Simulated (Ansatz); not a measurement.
Hf under changes of volume

One of the cells (21.882 Å³/atom); the others are scaled copies at fixed shape and fractional positions:

```
Hf
1.0
     0.00000    2.22000    2.22000
     2.22000    0.00000    2.22000
     2.22000    2.22000    0.00000
Hf
1
Cartesian
  0.0000 0.0000 0.0000
```

This isn't the form of Hf at room conditions, which is hcp.

| Quantity | Value |
| --- | --- |
| Program | Ansatz 0.2.0 |
| Functional | PBE0 |
| Potentials or basis | Ansatz PAW |
| Cutoff | 420 eV (not typed: the program's choice for these potentials) |
| k mesh | 6 × 6 × 6 |
| Occupations | fermi-dirac, width 0.05 eV |
| Spin | no spin polarisation |

```csv
volume (Å³/atom),energy over the lowest point (meV/atom),pressure (GPa)
20.569,101.49,12.4
21.007,71.97,9.3
21.444,50.61,6.4
21.882,36.94,3.8
22.320,4.47,2.9
22.757,0.00,0.5
23.195,?,?
```

Problem. What does the run at 23.195 Å³/atom give?

Solution. Energy over the lowest point 1.63 meV/atom; pressure -1.6 GPa.

The energies don't lie on one smooth curve, so no fit is given. The run at 22.320 Å³/atom lies farthest off, from a change of basis, grid or state.

Energies are extrapolated to zero smearing.

Caveats: all runs use coarse meshes; the PAW data sets come from PBE, with cores solved anew for the run's functional, which leaves a small shift of forces and pressure; the thresholds are loose for stress.
